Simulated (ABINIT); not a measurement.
# GaP (F-43m): Raman and infrared activity, part 2 of 2

Aim: Raman and infrared lines of GaP (F-43m).

ABINIT 10.8.3; DFT LDA, scalar-relativistic, plane waves, PseudoDojo norm-conserving pseudopotentials.

So far, gap on the k-mesh (eV): step 2 (a first look) 1.50; step 5 (the gap at rest) 1.39. The relaxed cell has a = 5.388 Å (conventional setting).

**6. Zone-centre response**

The derivative of the wavefunctions by k comes first, since the response to a field is built on it; then the field and the displacements that symmetry doesn't supply are solved at q = 0. By the 2n+1 theorem the first-order wavefunctions also give third derivatives: Raman tensors and the non-linear susceptibility.

It reads the wavefunctions written in step 4.

The input, dfpt_gamma.abi:

```
ndtset 3

# common to the responses
getwfk_filepath "gso_WFK"
kptopt 2
nqpt 1
qpt 0.0 0.0 0.0
asr 0
chneut 0

# d/dk
rfelfd1 2
rfdir1 1 1 1
iscf1 -3
tolwfr1 1.0d-20

# displacements, field
rfphon2 1
rfatpol2 1 2
rfdir2 1 1 1
rfelfd2 3
getddk2 1
tolvrs2 1.0d-10
prepanl2 1
prtden2 1

# third order
optdriver3 5
getden_filepath3 "gso_DEN"
get1den3 2
get1wf3 2
getddk3 1
d3e_pert1_elfd3 1
d3e_pert1_phon3 1
d3e_pert1_atpol3 1 2
d3e_pert1_dir3 1 1 1
d3e_pert2_elfd3 1
d3e_pert2_dir3 1 1 1
d3e_pert3_elfd3 1
d3e_pert3_dir3 1 1 1
usepead3 1
tolvrs3 1.0d-10

# basis, mesh and filling
ecut 36.0
ngkpt 6 6 6
nshiftk 4
shiftk 
    0.5 0.5 0.5
    0.5 0.0 0.0
    0.0 0.5 0.0
    0.0 0.0 0.5
istwfk *1
occopt 1
nband 9
nstep 100
diemac 9.0
prtebands 0
prtgsr 0

# cell and atoms
acell 3*1.0 Angstrom
rprim 
    -2.693798981 0.0 2.693798981
    0.0 2.693798981 2.693798981
    -2.693798981 2.693798981 0.0
ntypat 2
znucl 31 15
natom 2
typat 1 2
xred 
    0.0 0.0 0.0
    0.25 0.25 0.25
pp_dirpath "./pseudo"
pseudos "Ga.upf, P.upf"
```

Command:

```
$ OMP_NUM_THREADS=1 mpirun -n 4 abinit dfpt_gamma.abi > dfpt_gamma.log
```

Numbers of over 12 decimals in the logs are rounded to 6 here.

dfpt_gamma.abo, the main output file:

```text
[banners, grids, parts of the stress and lines that vanish by symmetry left out]
- input  file    -> dfpt_gamma.abi
- output file    -> dfpt_gamma.abo
- root for input  files -> dfpt_gammai
[...]
DATASET    1 : space group F-4 3 m (#216); Bravais cF (face-center cubic)
[...]
nfft =       64000          nkpt =         432
[...]
DATASET    2 : space group F-4 3 m (#216); Bravais cF (face-center cubic)
[...]
nfft =       64000          nkpt =         432
[...]
DATASET    3 : space group F-4 3 m (#216); Bravais cF (face-center cubic)
[...]
mpw =        2737          nfft =       64000          nkpt =         432
[...]
== DATASET  1 ==================================================================
[...]
cutoff_energies: {ecut:  36.0, pawecutdg:  -1.0, }
[...]
- 15.00000   5.00000  180309                  znucl, zion, pspdat
[...]
Perturbation : derivative vs k along direction   1
[...]
-ETOT  1  -42.827427285398     -4.283E+01 1.373E+00 0.000E+00
 ETOT  2  -42.982425125633     -1.550E-01 7.431E-02 0.000E+00
 ETOT  3  -42.985816994272     -3.392E-03 5.089E-03 0.000E+00
 ETOT  4  -42.985987665840     -1.707E-04 6.381E-04 0.000E+00
 ETOT  5  -42.985999902975     -1.224E-05 5.576E-05 0.000E+00
[...]
At SCF step   22   max residual=  9.99E-21 < tolwfr=  1.00E-20 =>converged.
[...]
Perturbation : derivative vs k along direction   2
[...]
-ETOT  1  -42.827427285262     -4.283E+01 1.373E+00 0.000E+00
[...]
At SCF step   22   max residual=  9.99E-21 < tolwfr=  1.00E-20 =>converged.
[...]
Perturbation : derivative vs k along direction   3
[...]
-ETOT  1  -42.827427285126     -4.283E+01 1.373E+00 0.000E+00
[...]
At SCF step   22   max residual=  9.99E-21 < tolwfr=  1.00E-20 =>converged.
[...]
1        1       1.8446660637    0.0000000000
     1        2      -0.9223330318   -0.0000000000
     1        3      -0.9223330318   -0.0000000000
     2        1      -0.9223330318   -0.0000000000
     2        2       1.8446660637    0.0000000000
     2        3       0.9223330318    0.0000000000
     3        1      -0.9223330318   -0.0000000000
     3        2       0.9223330318    0.0000000000
     3        3       1.8446660637    0.0000000000
[...]
== DATASET  2 ==================================================================
[...]
cutoff_energies: {ecut:  36.0, pawecutdg:  -1.0, }
[...]
Perturbation : displacement of atom   1   along direction   1
[...]
-ETOT  1   23.731625183567     -3.102E+04 3.332E+01 9.320E+01
[...]
At SCF step   11       vres2   =  3.03E-12 < tolvrs=  1.00E-10 =>converged.
[...]
Perturbation : displacement of atom   2   along direction   1
[...]
-ETOT  1   6.140054     -1.808E+02 2.256E+00 7.650E+02
[...]
At SCF step   10       vres2   =  5.45E-11 < tolvrs=  1.00E-10 =>converged.
[...]
Perturbation : homogeneous electric field along direction   1
[...]
-ETOT  1  -220.18942131614     -2.202E+02 6.122E+01 4.139E+04
[...]
At SCF step   12       vres2   =  2.93E-11 < tolvrs=  1.00E-10 =>converged.
[...]
Perturbation : homogeneous electric field along direction   2
[...]
-ETOT  1  -220.18942131956     -2.202E+02 6.122E+01 4.139E+04
[...]
At SCF step   12       vres2   =  2.93E-11 < tolvrs=  1.00E-10 =>converged.
[...]
Perturbation : homogeneous electric field along direction   3
[...]
-ETOT  1  -220.18942132298     -2.202E+02 6.122E+01 4.139E+04
[...]
ETOT 11  -234.20046483889     -2.314E-10 1.006E-09 9.181E-10
 ETOT 12  -234.20046483892     -2.191E-11 2.296E-10 2.933E-11
 At SCF step   12       vres2   =  2.93E-11 < tolvrs=  1.00E-10 =>converged.
[...]
Dielectric tensor, in cartesian coordinates,
[...]
1    4   1    4        10.7629836321        -0.0000000000
   1    4   2    4         0.0000000000        -0.0000000000
   1    4   3    4        -0.0000000000        -0.0000000000
   2    4   1    4         0.0000000000        -0.0000000000
   2    4   2    4        10.7629836321        -0.0000000000
   2    4   3    4        -0.0000000000        -0.0000000000
   3    4   1    4         0.0000000000        -0.0000000000
   3    4   2    4        -0.0000000000        -0.0000000000
   3    4   3    4        10.7629836321        -0.0000000000
  Effective charges, in cartesian coordinates,
[...]
1    1   1    4         2.0436168604         0.0000000000
   2    1   1    4         0.0000000000         0.0000000000
   3    1   1    4        -0.0000000000         0.0000000000
   1    2   1    4        -2.0551164529         0.0000000000
   2    2   1    4        -0.0000000000         0.0000000000
[...]
Effective charges, in cartesian coordinates,
[...]
2    4   1    2         0.0000000000         0.0000000000
   3    4   1    2         0.0000000000         0.0000000000
   1    4   2    2         0.0000000000         0.0000000000
   2    4   2    2        -2.0551163426         0.0000000000
   3    4   2    2         0.0000000000         0.0000000000
   1    4   3    2         0.0000000000         0.0000000000
   2    4   3    2         0.0000000000         0.0000000000
   3    4   3    2        -2.0551163426         0.0000000000
  Phonon wavevector (reduced coordinates) :  0.00000  0.00000  0.00000
 Phonon energies in Hartree :
[...]
Phonon frequencies in cm-1    :
-  1.036998E+00  1.036998E+00  1.036998E+00  3.650928E+02  3.650928E+02
-  3.650928E+02
  Phonon at Gamma, with non-analyticity in the
[...]
Phonon energies in Hartree :
[...]
Phonon frequencies in cm-1    :
-  1.036998E+00  1.036998E+00  1.098581E+00  3.650928E+02  3.650928E+02
-  3.952758E+02
  Phonon at Gamma, with non-analyticity in the
[...]
Phonon energies in Hartree :
[...]
Phonon frequencies in cm-1    :
-  1.036998E+00  1.036998E+00  1.098581E+00  3.650928E+02  3.650928E+02
-  3.952758E+02
  Phonon at Gamma, with non-analyticity in the
[...]
Phonon energies in Hartree :
[...]
Phonon frequencies in cm-1    :
-  1.036998E+00  1.036998E+00  1.098581E+00  3.650928E+02  3.650928E+02
-  3.952758E+02
[...]
== DATASET  3 ==================================================================
[...]
cutoff_energies: {ecut:  36.0, pawecutdg:  -1.0, }
[...]
j1 : displacement of atom   1 along direction   1
[...]
j1 : displacement of atom   2 along direction   1
[...]
j2 : displacement of atom   1 along direction   1
[...]
j2 : displacement of atom   2 along direction   1
[...]
j2 : displacement of atom   1 along direction   1
[...]
j2 : displacement of atom   2 along direction   1
[...]
1          1        0.000000005       -0.000000003       -0.000000003
[...]
1          2       -0.000000000       -0.000000000        0.128526060
[...]
1          3       -0.000000000        0.128526062        0.000000003
[...]
2          1       -0.000000003        0.000000001        0.000000001
[...]
2          2       -0.000000000       -0.000000000       -0.128255110
[...]
2          3       -0.000000000       -0.128255111       -0.000000001
[...]
strten2     0.0000000000E+00  0.0000000000E+00  0.0000000000E+00
           strten3     0.0000000000E+00  0.0000000000E+00  0.0000000000E+00
================================================================================
```

Run time: 18 min. Hardware: 4 MPI ranks of Arm Neoverse V1, shared host; 70 min of CPU time.

This step gave:

```yaml
miss_of_the_charge_sum_rule: 0.01150 e
largest_acoustic_frequency_at_the_zone_centre_before_the_sum_rule: 1.04 cm⁻¹
highest_optical_zone_centre_mode_no_lo_to_term: 365.1 cm⁻¹
lowest_optical_zone_centre_mode: 365.1 cm⁻¹
mean_high_frequency_dielectric_constant: 10.76
largest_born_charge_in_size_third_of_the_trace: 2.055 e
```

Born charge (rows field, columns displacement), before the sum rule (e), principal values of the symmetric part by kind of site:

```
atom  atoms with these values    low  middle   high   mean
 Ga1                        1   2.04    2.04   2.04   2.04
  P2                        1  -2.06   -2.06  -2.06  -2.06
```

In full for Ga1:

```
2.04 0.00 0.00
0.00 2.04 0.00
0.00 0.00 2.04
```

High-frequency dielectric tensor:

```
10.76  0.00  0.00
 0.00 10.76  0.00
 0.00  0.00 10.76
```

The acoustic modes at Γ come out as far as 1.0 cm⁻¹ from zero, where they should vanish, a small numerical error; the Born charges miss their sum rule by 0.011 e, which is good.

**7. Zone-centre analysis**

anaddb reads the merged derivatives, imposes the acoustic sum rule and charge neutrality, and adds the LO-TO term along chosen directions.

The input, anaddb.abi:

```
ddb_filepath "gamma_DDB"
output_file "anaddb.abo"
outdata_prefix "anaddb"
asr 1
chneut 1
enunit 2
eivec 1
nph1l 1
qph1l 0.0 0.0 0.0 1.0
dieflag 1
nph2l 3
qph2l 
    1.0 0.0 0.0 0.0
    0.0 0.0 1.0 0.0
    1.0 1.0 1.0 0.0
nlflag 1
ramansr 1
alphon 1
prtmbm 1
```

The input, mrgddb.in:

```
gamma_DDB
merged
3
dfpt_gammao_DS2_DDB
dfpt_gammao_DS3_DDB
gso_DDB
```

Command:

```
$ mrgddb < mrgddb.in > mrgddb.log
$ OMP_NUM_THREADS=1 anaddb anaddb.abi > anaddb.log
```

anaddb.abo, the main output file:

```text
[banners, grids, parts of the stress and lines that vanish by symmetry left out]
-outvars_anaddb: echo values of input variables ----------------------

 Flags :
[...]
Dielectric Tensor and Effective Charges
[...]
Effective charge tensors after
[...]
1          1        0.000000004       -0.000000002       -0.000000002
[...]
1          2       -0.000000000        0.000000000        0.128390585
[...]
1          3       -0.000000000        0.128390587        0.000000002
[...]
2          1       -0.000000004        0.000000002        0.000000002
[...]
2          2       -0.000000000       -0.000000000       -0.128390585
[...]
2          3       -0.000000000       -0.128390587       -0.000000002
[...]
Phonon wavevector (reduced coordinates) :  0.00000  0.00000  0.00000
 Phonon energies in Hartree :
[...]
Phonon energies in meV     :
-  0.000000E+00  0.000000E+00  0.000000E+00  4.526565E+01  4.526565E+01
-  4.526565E+01
 Phonon frequencies in cm-1    :
-  0.000000E+00  0.000000E+00  0.000000E+00  3.650921E+02  3.650921E+02
-  3.650921E+02
 Phonon frequencies in Thz     :
-  0.000000E+00  0.000000E+00  0.000000E+00  1.094519E+01  1.094519E+01
-  1.094519E+01
 Phonon energies in Kelvin  :
-  0.000000E+00  0.000000E+00  0.000000E+00  5.252861E+02  5.252861E+02
-  5.252861E+02
[...]
-  1  0.00000000E+00  0.00000000E+00 -2.33406106E-03
-     0.00000000E+00  0.00000000E+00  0.00000000E+00
-  2  0.00000000E+00  0.00000000E+00 -2.33406076E-03
-     0.00000000E+00  0.00000000E+00  0.00000000E+00
[...]
-  1  0.00000000E+00  2.33406106E-03  0.00000000E+00
-     0.00000000E+00  0.00000000E+00  0.00000000E+00
-  2  0.00000000E+00  2.33406076E-03  0.00000000E+00
-     0.00000000E+00  0.00000000E+00  0.00000000E+00
[...]
-  1  2.33406106E-03  0.00000000E+00  0.00000000E+00
-     0.00000000E+00  0.00000000E+00  0.00000000E+00
-  2  2.33406076E-03  0.00000000E+00  0.00000000E+00
-     0.00000000E+00  0.00000000E+00  0.00000000E+00
[...]
-  1  1.25016851E-07  0.00000000E+00  1.55568299E-03
-     0.00000000E+00  0.00000000E+00  0.00000000E+00
-  2 -2.81417252E-07 -1.34003482E-07 -3.50189617E-03
-     0.00000000E+00  0.00000000E+00  0.00000000E+00
[...]
-  1  0.00000000E+00 -1.55568299E-03  0.00000000E+00
-     0.00000000E+00  0.00000000E+00  0.00000000E+00
-  2 -1.66822662E-07  3.50189618E-03 -1.33990076E-07
-     0.00000000E+00  0.00000000E+00  0.00000000E+00
[...]
-  1  1.55568299E-03  0.00000000E+00 -1.25019687E-07
-     0.00000000E+00  0.00000000E+00  0.00000000E+00
-  2 -3.50189617E-03 -1.66811893E-07  2.81423636E-07
-     0.00000000E+00  0.00000000E+00  0.00000000E+00
[...]
-     1          0.000000     0.000000    -0.000000     0.000000
-     2          0.000000     0.000000    -0.000000     0.000000
-     3          0.000000     0.000000     0.000000     0.000000
-     4          0.000000    -0.000000     2.704884     2.704884
-     5         -0.000000    -2.704884     0.000000     2.704884
-     6          2.704884     0.000000    -0.000000     2.704884
[...]
-   1     Real    0.0000E+00  0.0000E+00  0.0000E+00  0.0000E+00  0.0000E+00  0.0000E+00  0.0000E+00
[...]
-   2     Real    0.0000E+00  0.0000E+00  0.0000E+00  0.0000E+00  0.0000E+00  0.0000E+00  0.0000E+00
[...]
-   3     Real    0.0000E+00  0.0000E+00  0.0000E+00  0.0000E+00  0.0000E+00  0.0000E+00  0.0000E+00
[...]
-   4     Real    0.0000E+00  0.0000E+00  1.0743E-04  0.0000E+00  0.0000E+00  0.0000E+00  1.0743E-04
[...]
-   5     Real    0.0000E+00  1.0743E-04  0.0000E+00  0.0000E+00  0.0000E+00  0.0000E+00  1.0743E-04
[...]
-   6     Real    1.0743E-04  0.0000E+00  0.0000E+00  0.0000E+00  0.0000E+00  0.0000E+00  1.0743E-04
[...]
-         0.000000000      -0.000000001      -0.000000000
-        -0.000000001       0.000000000       0.000000000
[...]
Phonon at Gamma, with non-analyticity in the
[...]
Phonon energies in Hartree :
[...]
Phonon energies in meV     :
-  0.000000E+00  0.000000E+00  0.000000E+00  4.526565E+01  4.526565E+01
-  4.900010E+01
 Phonon frequencies in cm-1    :
-  0.000000E+00  0.000000E+00  0.000000E+00  3.650921E+02  3.650921E+02
-  3.952125E+02
 Phonon frequencies in Thz     :
-  0.000000E+00  0.000000E+00  0.000000E+00  1.094519E+01  1.094519E+01
-  1.184817E+01
 Phonon energies in Kelvin  :
-  0.000000E+00  0.000000E+00  0.000000E+00  5.252861E+02  5.252861E+02
-  5.686226E+02
[...]
-  1  0.00000000E+00  0.00000000E+00 -2.33406106E-03
[...]
-  2  0.00000000E+00  0.00000000E+00 -2.33406076E-03
[...]
Phonon at Gamma, with non-analyticity in the
[...]
Phonon energies in Hartree :
[...]
Phonon energies in meV     :
-  0.000000E+00  0.000000E+00  0.000000E+00  4.526565E+01  4.526565E+01
-  4.900010E+01
 Phonon frequencies in cm-1    :
-  0.000000E+00  0.000000E+00  0.000000E+00  3.650921E+02  3.650921E+02
-  3.952125E+02
 Phonon frequencies in Thz     :
-  0.000000E+00  0.000000E+00  0.000000E+00  1.094519E+01  1.094519E+01
-  1.184817E+01
 Phonon energies in Kelvin  :
-  0.000000E+00  0.000000E+00  0.000000E+00  5.252861E+02  5.252861E+02
-  5.686226E+02
[...]
Phonon at Gamma, with non-analyticity in the
[...]
Phonon energies in Hartree :
[...]
Phonon energies in meV     :
-  0.000000E+00  0.000000E+00  0.000000E+00  4.526565E+01  4.526565E+01
-  4.900010E+01
 Phonon frequencies in cm-1    :
-  0.000000E+00  0.000000E+00  0.000000E+00  3.650921E+02  3.650921E+02
-  3.952125E+02
 Phonon frequencies in Thz     :
-  0.000000E+00  0.000000E+00  0.000000E+00  1.094519E+01  1.094519E+01
-  1.184817E+01
 Phonon energies in Kelvin  :
-  0.000000E+00  0.000000E+00  0.000000E+00  5.252861E+02  5.252861E+02
-  5.686226E+02
[...]
-  1  2.23152401E-07 -2.33406101E-03 -3.86248127E-07
[...]
-  2  2.23137936E-07 -2.33406073E-03 -3.86262515E-07
[...]
-  1  2.33406104E-03  2.23122101E-07  0.00000000E+00
[...]
-  2  2.33406076E-03  2.23136511E-07  0.00000000E+00
[...]
-  1  2.30239448E-04  9.66692244E-04 -1.19693169E-03
[...]
-  2 -5.18276955E-04 -2.17605765E-03  2.69433461E-03
[...]
-  1  1.24916886E-03 -8.23977642E-04 -4.25191220E-04
[...]
-  2 -2.81192228E-03  1.85480215E-03  9.57120133E-04
[...]
-         0.000000000      -0.000000000       0.000000001
-         0.000000000       0.000000001       0.000000000
[...]
-         0.000000000      -0.008114938       0.006553964
-        -0.008114938      -0.000000000       0.001560974
-         0.006553964       0.001560974       0.000000000
[...]
-         0.000000000      -0.002882705      -0.005586390
-        -0.002882705       0.000000000       0.008469095
-        -0.005586390       0.008469095       0.000000000
[...]
Direction                     Dielectric constant
[...]
0.00000   0.00000   1.00000     12.61215108
   1.00000   1.00000   1.00000     12.61215108
-
```

Elapsed: 0.76 s, on 1 thread.

Numbers from this step:

| Property | Result |
| --- | --- |
| miss of the charge sum rule | 0.0115 e |
| mean static dielectric constant | 12.61 |
| highest mode moved by the LO-TO term | 395.2 cm⁻¹ |

No LO-TO term; unit eigenvectors of the mass-weighted matrix, from anaddb's displacements. The modes at Γ (shares of kinetic energy by element, %):

```
mode  frequency (cm⁻¹)  symmetry  Ga %  P %
   1               0.0  acoustic    69   31
   2               0.0  acoustic    69   31
   3               0.0  acoustic    69   31
   4             365.1        T2    31   69
   5             365.1        T2    31   69
   6             365.1        T2    31   69
```

Displacements in mode 4 (365.1 cm⁻¹), the largest set to 1:
```
Ga1  0.00  0.00  0.44
P2   0.00  0.00 -1.00
```

Trace of the oscillator strength, degenerate modes summed. Lines of the infrared spectrum (strongest = 100):

```
position (cm⁻¹)  lines merged  IR intensity, relative
            365             3                     100
```

From anaddb's Raman susceptibilities, degenerate modes summed; transverse modes, the longitudinal lines of polar modes are not listed. Raman lines, with heights relative to the strongest:

```
position (cm⁻¹)  lines merged  Raman activity (Å⁴/amu), powder, relative
            365             3                                        100
```

Static dielectric tensor (ions relaxed, fixed cell):

```
12.61  0.00  0.00
 0.00 12.61  0.00
 0.00  0.00 12.61
```

Non-linear optical d (pm/V). Tensor:

```
field along  xx  yy  zz     yz     xz     xy
          x   0   0   0  -46.1      0      0
          y   0   0   0      0  -46.1      0
          z   0   0   0      0      0  -46.1
```

The rule moves no optical mode by more than 0.1 cm⁻¹.

**8. What came out**

```yaml
space_group_after_relaxation: F-43m
volume_per_atom: 19.5 Å³
highest_optical_zone_centre_mode_no_lo_to_term: 365.1 cm⁻¹
highest_mode_moved_by_the_lo_to_term: 395.2 cm⁻¹
mean_high_frequency_dielectric_constant: 10.8
largest_born_charge_in_size_third_of_the_trace: 2.06 e
mean_static_dielectric_constant: 12.6
imaginary_optical_modes_at_the_zone_centre_no_q_mesh_in_this_session: none
```

What this shows: The largest Raman activity of GaP (F-43m) lies at 365 cm⁻¹ and the strongest infrared line at 365 cm⁻¹ (transverse modes). At the LDA level the optical modes of GaP (F-43m) at the zone centre (no LO-TO term) lie at 365 cm⁻¹. The base run prints -0.98 GPa, mostly the error of a finite basis; the relaxation, with a smoothed and higher cutoff, had brought the cell to rest. Along the directions run, the highest mode that the macroscopic field moves lies at 395 cm⁻¹. Lattice motion raises the mean dielectric constant from 10.76 to 12.61. The Raman intensities rest on static tensors of the transverse modes; green light lies near or above this gap, where resonance changes them. The Born charge of Ga is 2.044 e against a formal charge of +3: moving the atom carries less polarisation than a rigid ion would, as is usual in tetrahedral, largely covalent crystals. The Lyddane-Sachs-Teller relation holds: (ωLO/ωTO)² is 1.17 and ε₀/ε∞ is 1.17. These are harmonic frequencies at zero temperature: anharmonic shifts and linewidths and thermal expansion are left out.

Calculation against experiment:

```
                                       quantity  measured  LDA PseudoDojo norm-conserving, ABINIT
static dielectric constant (mean of the tensor)    11.147                         12.61 (+13.1 %)
                 Raman mode, TO at Gamma (cm⁻¹)     367.3                            365 (-0.6 %)
              infrared mode, TO at Gamma (cm⁻¹)     366.3                            365 (-0.3 %)
```

Measured values from arxiv:2105.06662 (2021).

Verdict: The static dielectric constant is off by +13.1 %: fair agreement. The Raman mode is off by -0.6 %: good agreement. The infrared mode is off by -0.3 %: good agreement. The grades are ours: good and fair within 10 and 25 % for the static dielectric constant, 3 and 7 % for the Raman mode and 3 and 7 % for the infrared mode. For static dielectric constant, Raman mode and infrared mode the calculation has a static lattice, without zero-point motion or thermal expansion (measured at up to 300 K).

[Host names and launcher messages were left out of these logs when they were recorded.]

[Logs are printed without paths, hosts, clocks, repeated set-up lines and the standing remarks that a program may print on its own settings, such as how far it seeks lower states.]

[Hosts, paths, dates, database ids (printed as entryN), source tags and the programs' standing remarks are cut or masked in the printed files.]
